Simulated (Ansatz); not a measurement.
## Y, one cell by several methods

```xyz
2
Lattice="0.0000 3.5190 3.5190 3.5190 0.0000 3.5190 3.5190 3.5190 0.0000" Properties=species:S:1:pos:R:3 pbc="T T T"
Y     0.0000    0.0000    0.0000
Y     1.7595    1.7595    1.7595
```

Atom numbers follow the list: Y1, Y2.

The structure comes from a relaxation in the same program, started in the diamond type, and has space group Fd-3m. Whether it is a known phase or the ground state wasn't checked.

Levels of theory: DFT, PBE, PAW with Ansatz's default frozen-core files, scalar-relativistic (Ansatz 0.2.0); DFT, PBE, all-electron PAW with datasets made for the crystal, scalar-relativistic (Ansatz 0.2.0); DFT, PBE, all-electron LAPW, scalar-relativistic (Ansatz 0.2.0).

For PAW: a Γ-centred 9×9×9 k mesh, Fermi–Dirac smearing of 0.05 eV, cutoff 420 eV, no spin polarisation. The crystal-made all-electron datasets (AE datasets) take a cutoff of 200 eV at this cell. LAPW targets a basis error of 1 meV/atom. The Ansatz runs share mesh, smearing and spin set-up. Plane-wave (PAW) pressures include the program's estimate of the Pulay term.

Stress and pressure are positive in compression.

Levels count from the Fermi level.

```csv
quantity,PAW,AE datasets,LAPW
pressure (GPa),0.03,0.03,0.04
highest filled level at K (eV),-0.484,-0.484,-0.484
lowest empty level at K (eV),0.108,0.108,0.108
highest filled level at L (eV),-0.046,-0.046,-0.046
lowest empty level at L (eV),0.487,0.487,0.487
highest filled level at U (eV),-0.484,-0.484,-0.484
lowest empty level at U (eV),0.108,0.108,0.108
```

PAW's pressure differs from the LAPW value by about 0.01 GPa or less. Datasets made for the crystal and LAPW share parts of one code, so their agreement isn't an independent check.
